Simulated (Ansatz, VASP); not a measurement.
**One calculation of Ta, two programs**

```
Ta
1.0
    -1.65157    1.65157    1.65157
     1.65157   -1.65157    1.65157
     1.65157    1.65157   -1.65157
Ta
1
Direct
  0.00000 0.00000 0.00000
```

Alike in both runs: task relaxation of cell and atoms; functional PBEsol; k mesh 18 × 18 × 18; occupations fermi-dirac, width 0.05 eV; no spin polarisation.

|  | VASP | Ansatz |
| --- | --- | --- |
| version | VASP 6.6.1 | Ansatz 0.2.0 |
| potentials or method | VASP PAW PBE potentials, release 64 (Ta_pv) | PAW with Ansatz's default frozen-core files, scalar-relativistic |
| plane-wave cutoff (eV) | 600 | 420 |
| valence electrons in the cell | 11 | 13 |

|  | VASP | Ansatz | Ansatz less VASP |
| --- | --- | --- | --- |
| relaxed volume (Å³/atom) | 17.67 | 17.65 | -0.015 |
| relaxed cell length with the largest relative difference (Å) | 2.842 | 2.841 | -0.0008 |
| energy change over the relaxation (meV/atom) | -4 | -5 | -0.4 |

The two sets of potentials don't hold the same shells in valence.

Caveats: the PAW data sets were made with another functional, which shifts forces and pressure a little (VASP). Spin-orbit coupling is left out, which matters for the levels of Ta.
